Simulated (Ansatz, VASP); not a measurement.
# C in VASP and in Ansatz

```
CELL_PARAMETERS angstrom
1.26001 -2.91127 0.00000
1.26001 2.91127 0.00000
0.00000 0.00000 2.23254
ATOMIC_POSITIONS crystal
C 0.67805 0.32195 0.50000
C 0.32195 0.67805 0.50000
C 0.50000 0.50000 0.00000
```

Alike in both runs: task single point; functional PBE; k mesh 8 × 8 × 8; occupations gaussian, width 0.1 eV; collinear spin.

```csv
,VASP,Ansatz
version,VASP 6.6.1,Ansatz 0.2.0
potentials or method,"VASP PAW PBE potentials, release 64 (C)","scalar-relativistic, plane waves, PAW"
plane-wave cutoff (eV),520,420
valence electrons in the cell,12,12
```

```tsv
	VASP	Ansatz	Ansatz less VASP
gap on the k mesh at the Fermi level (eV)	none	none	-
rms of the force components (eV/Å)	0.364	0.360	-0.0035
net moment per atom (μB)	0.00	0.00	0.000
```

Atom by atom the forces differ by 0.003 eV/Å (rms over components). A gap of «none» marks a metal or a gap that the smearing closes. Ansatz warned: «seeded_moment_not_kept».
